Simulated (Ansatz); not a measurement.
The system is GaN.

```
Ga N
1.0
     3.18000    0.00000    0.00000
    -1.59000    2.75396    0.00000
     0.00000    0.00000    5.16600
Ga N
2 2
Direct
  0.66667 0.33333 0.50000
  0.33333 0.66667 0.00000
  0.66667 0.33333 0.87500
  0.33333 0.66667 0.37500
```

Program: Ansatz 0.2.0. Alike in all runs: task band structure; potentials or basis Ansatz PAW; cell as given; cutoff (eV) 420; smearing fermi-dirac 0.05 eV.

Order these runs on this cell by their pressure, lowest first.
A. level LDA; spin SOC, no magnetisation; k mesh 7 × 7 × 4
B. level revPBE; spin off; k mesh 10 × 10 × 5
C. level PBEsol; spin off; k mesh 10 × 10 × 5
D. level BLYP; spin off; k mesh 10 × 10 × 5

A (-4.5 GPa), C (1.0 GPa), B (10.4 GPa), D (13.0 GPa).

Caveats: the PAW data sets come from PBE, with cores solved anew for the run's functional, which leaves a small shift of forces and pressure.

Runs at the PBE level aren't shown here.
